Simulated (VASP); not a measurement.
Set up this calculation in VASP 6.6.1, as the native input.

```yaml
Task: single point
Functional: PBE
Potentials_or_basis: VASP PAW PBE potentials, release 64 (K_sv, Br)
Cutoff: 520 eV
k_mesh: 6 × 6 × 6, shifted
Occupations: gaussian, width 0.05 eV
Spin: no spin polarisation
Dipole_correction: no
Further_INCAR_settings: ALGO = Normal; EDIFF = 1e-07; NBANDS = 15
```

The structure of KBr lies in POSCAR:

```
KBr
1.0
    4.0434990000      0.0000000000      0.0000000000
    0.0000000000      4.0434990000      0.0000000000
    0.0000000000      0.0000000000      4.0434990000
K Br
1 1
Direct
    0.0000000000      0.0000000000      0.0000000000
    0.5000000000      0.5000000000      0.5000000000
```

Measurements of this composition are mostly on another form, of space group No. 225.

The input as run:

INCAR

```
SYSTEM = KBr
PREC = Accurate
ENCUT = 520
EDIFF = 1E-7
ISMEAR = 0
SIGMA = 0.05
LREAL = .FALSE.
LASPH = .TRUE.
NELM = 80
ALGO = Normal
ISIF = 2
LWAVE = .FALSE.
LCHARG = .TRUE.
GGA = PE
LELF = .TRUE.
LVHAR = .TRUE.
NBANDS = 15
```

KPOINTS

```
Automatic mesh
0
Gamma
  6 6 6
  0.5 0.5 0.5
```

Potentials or basis: VASP PAW PBE potentials, release 64 (K_sv, Br).

Run with:

```bash
$ cat potpaw_PBE.64/K_sv/POTCAR potpaw_PBE.64/Br/POTCAR > POTCAR
$ mpirun -np 1 vasp_std > vasp.out
```

Results of the run:

The pressure is 0.0 GPa and the band gap on the k mesh is 4.52 eV, indirect (least direct gap 4.73 eV).

Wall time 21 s on 1 thread of Intel(R) Xeon(R) Platinum 8175M CPU @ 2.50GHz (Skylake/Cascade Lake), with other jobs on the host, peak memory 0.16 GiB.
